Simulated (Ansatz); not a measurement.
# Si5Ru: what a guessed cell relaxes into, part 2 of 2

The task: take a trial cell of Si5Ru to zero force and stress.

Ansatz 0.2.0; DFT PBE, scalar-relativistic, plane waves, PAW.

## 4. Full relaxation

The end of the coarse run is made exact in the group found at a tolerance of 0.06 Å and reduced to its primitive cell.

input.yaml

```yaml
crystal:
  lattice:
    - [4.7128903488, 0.0, 0.0]
    - [-2.3564451744, 4.0814827673, 0.0]
    - [0.0, 0.0, 4.7080952948]
  atoms:
    - { symbol: Si, position: [0.5, 0.0, 0.5] }
    - { symbol: Si, position: [0.0, 0.5, 0.5] }
    - { symbol: Si, position: [0.5, 0.5, 0.5] }
    - { symbol: Si, position: [0.3333333333, 0.6666666667, 0.0] }
    - { symbol: Si, position: [0.6666666667, 0.3333333333, 0.0] }
    - { symbol: Ru, position: [0.0, 0.0, 0.0] }
basis:
  ecutwfc: 420
kpoints:
  mp_grid: { grid: [9, 9, 8] }
hamiltonian:
  xc: pbe
scf:
  occupations: { method: gaussian, width: 0.1 }
output:
  forces: true
  stress: true
  eigenvalues: true
relax:
  adjacent_minimum: "off"
  f_tol: 0.01
  max_steps: 80
  cell: { stress_tol: 0.05 }
```

Command:

```bash
$ ansatz run input.yaml --threads 1 --pin off --max-ram 2560MiB --backend cpu --events-out ev --progress --plain --runs-dir out
```

Log, shortened:

```text
Warning: RAYON_NUM_THREADS=1 ignored (pool sized by the plan → 1); use --threads N
[...]
Pseudopotentials: kind: paw
Pseudopotential: Si, paw, valence charge 4, recommended cutoff 420 eV (normal), Si.paw.azcp
Pseudopotential: Ru, paw, valence charge 16, recommended cutoff 420 eV (normal), Ru.paw.azcp
Functional definition: PBE
[...]
Crystal: 6 atoms, lattice volume = 90.563 Å³
Basis set: ecut = 420 eV, 1773 PW (Γ), exchange–correlation on 64×64×64 points (8 copies of the dense FFT grid, shifted against one another)
Bands: 24, of which v1, the nominal top of the filled ones, is band 18 counted from 1 (17 counted from 0)
Symmetry: 24 space group operations
Space group: P6/mmm (ITA 191), of the structure as read, at distance tolerance 4.5e-5 Å
k-points: 60 of 648
[...]
SCF iter   1: F=—  HF=-9053.908436 eV  |F-HF|=—  |Δ(HF+E_count)|=         —  Δρ=5.98e-3  dr2=3.94e-2  ethr=1.77e-3  ⟨swp⟩=6.3  Hψ=7383  notcnv=0
[...]
        0.000000      -0.036804       0.000000
        0.000000       0.000000       0.014965
  P = ⅓ Tr σ = -0.0195 GPa (-0.195 kbar)
--- Band table (eV; the first three rows and the last of 60) ---
[... band rows left out ...]
[...]
--- Relaxed structure (3 steps of the walk, 3 accepted, 1 SCFs on fresh bases) ---
  F+E_penalty+E_count = -9053.90041127 eV   max|allowed force component| = 9.869e-17 eV/Å   (the final SCF, on the basis selected at the relaxed cell)
  cell:  # Å, volume = 90.9724 Å³
    - [4.713959499001382, -5.389887546905547e-34, 0.0]
    - [-2.356979749500691, 4.0824086785461615, 0.0]
    - [0.0, 0.0, 4.727233952361957]
  atoms:
    - { symbol: Si, position: [0.5, 2.621500913310125e-35, 0.5] }
    - { symbol: Si, position: [5.551115123125783e-17, 0.5000000000000001, 0.5] }
    - { symbol: Si, position: [0.5, 0.5000000000000001, 0.5] }
    - { symbol: Si, position: [0.33333333333333337, 0.6666666666666669, 0.0] }
    - { symbol: Si, position: [0.6666666666666667, 0.33333333333333337, 0.0] }
    - { symbol: Ru, position: [1.1486289390789604e-35, 1.048600365324049e-35, 0.0] }
```

It took 61 s on 1 thread of Arm Neoverse N1, shared host; peak memory 0.41 GiB.

Step by step:

```
step  energy from step 1 (eV/cell)  largest force component (eV/Å)  pressure (GPa)  volume (Å³)
   1                        0.0000                          0.0000            0.37        90.56
   2                       -0.0006                          0.0000            0.05        90.88
   3                       -0.0007                          0.0000           -0.02        90.97
   4                       -0.0007                          0.0000           -0.02        90.97
```

Step 1 is the start. Step 4 repeats the geometry before it on a plane-wave basis chosen anew for that cell, so its energy need not be comparable with the rows above.

|  | before | after | change |
| --- | --- | --- | --- |
| a (Å) | 4.713 | 4.714 | 0.0 % |
| b (Å) | 4.713 | 4.714 | 0.0 % |
| c (Å) | 4.708 | 4.727 | +0.4 % |
| volume (Å³/atom) | 15.09 | 15.16 | +0.5 % |
| shortest distance (Å) | 2.356 | 2.357 | 0.0 % |
| space group (0.01 Å) | P6/mmm | P6/mmm | same |

The run keeps the 24 symmetry operations of the start, so it could not have lowered the symmetry.

## 5. Outcome

What follows sums up all 2 parts. Changes of volume or cell count from the first structure of part 1.

| quantity | value |
| --- | --- |
| symmetry at the end (tolerance 0.05 Å) | space group P6/mmm (No. 191) |
| conventional cell | a = 4.714 Å, b = 4.714 Å, c = 4.727 Å, α = 90.00°, β = 90.00°, γ = 120.00° |
| volume | 15.16 Å³/atom |
| energy over the elements | +0.64 eV/atom |
| gap on the mesh | none (metal) |

In words: The space group P6/mmm (No. 191) is kept, and the volume per atom shrinks by 3.9 % from the first guess. With a positive formation energy it can't be a ground state. No finished test with a distortion of lower symmetry is shown, so the end may be a saddle point.
